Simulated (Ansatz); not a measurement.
## Ge-73 NMR of the central transition in Ge3N4 at a changed volume

Cell: a COD entry, relaxed with PBE at fixed cell and then changed (volume scaled by 1.01, ions relaxed).

Space group Fd-3m:1 (No. 227); a = 8.3367 Å.

```csv
site,Wyckoff,site symmetry,x,y,z
Ge1,16d,.-3m,0.1250,0.1250,0.6250
Ge5,8a,-43m,0.5000,0.5000,0.0000
N,32e,.3m,0.8833,0.8833,0.3833
```

One atom of each set is listed; the run and its k-mesh use a cell of 14 atoms with edges of 5.89, 5.89, 5.89 Å.

Method: Kohn–Sham DFT in Ansatz, PBE, plane waves and PAW (field gradients read without the response of the frozen cores, which leaves them typically 4 to 6 % off), scalar-relativistic, 420 eV cutoff, Γ-centred 6×6×6 k-points, Fermi–Dirac smearing 0.02 eV.

Ge-73 has I = 9/2 and Q = -196.0 mb (Pyykkö 2018); at 21.1 T its Larmor frequency is ν₀ = 31.4 MHz. Only the quadrupole interaction is simulated: positions count from each site's isotropic chemical shift, and J coupling is left out, as are shift anisotropy and dipolar coupling, which fast spinning averages.

The Ge sites: Ge1 (4 atoms; 6 N at 2.02 Å); Ge5 (2 atoms; 4 N at 1.92 Å).

Fitted components of the simulated spectrum:

```
component  |C_Q| (MHz)     η
        A            0     –
        B         4.06  0.00
```

Task: Which site most likely gives which component?

Result: By the calculation, A is Ge5, B is Ge1. An axis of threefold or higher order runs through Ge1, so V_zz lies along it and η is zero. Ge5 sits on a cubic site, where every gradient vanishes.
